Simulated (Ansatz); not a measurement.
Crystal: Cu.

```
CELL_PARAMETERS angstrom
-1.44279 1.44279 1.37608
1.44279 -1.44279 1.37608
1.44279 1.44279 -1.37608
ATOMIC_POSITIONS crystal
Cu 0.00000 0.00000 0.00000
```

This isn't the form of Cu at room conditions, which is fcc.

```yaml
Program: Ansatz 0.2.0
Task: single point
Functional: PBE
Potentials_or_basis: Ansatz PAW
Cutoff: "420 eV (not typed: the program's choice for these potentials)"
k_mesh: 13 × 13 × 13
Occupations: fermi-dirac, width 0.05 eV
Spin: no spin polarisation
```

On this cell: pressure 7.3 GPa; band gap on the k mesh none (metal or under the smearing width).

The same run follows on a disturbed copy (cell strained at random at fixed volume):

```
Cu
1.0
    -1.41080    1.44162    1.36674
     1.39194   -1.45455    1.36053
     1.46098    1.50473   -1.38030
Cu
1
Direct
  0.01879 0.00286 0.01439
```

Task: What changes?

Result: The energy (extrapolated to zero smearing) moves by +5.0 meV/atom; pressure 7.7 GPa; band gap on the k mesh none (metal or under the smearing width).

Stress tensor (GPa, compression positive):
```
 6.39 -4.62  1.41
-4.62  8.72  0.93
 1.41  0.93  7.93
```
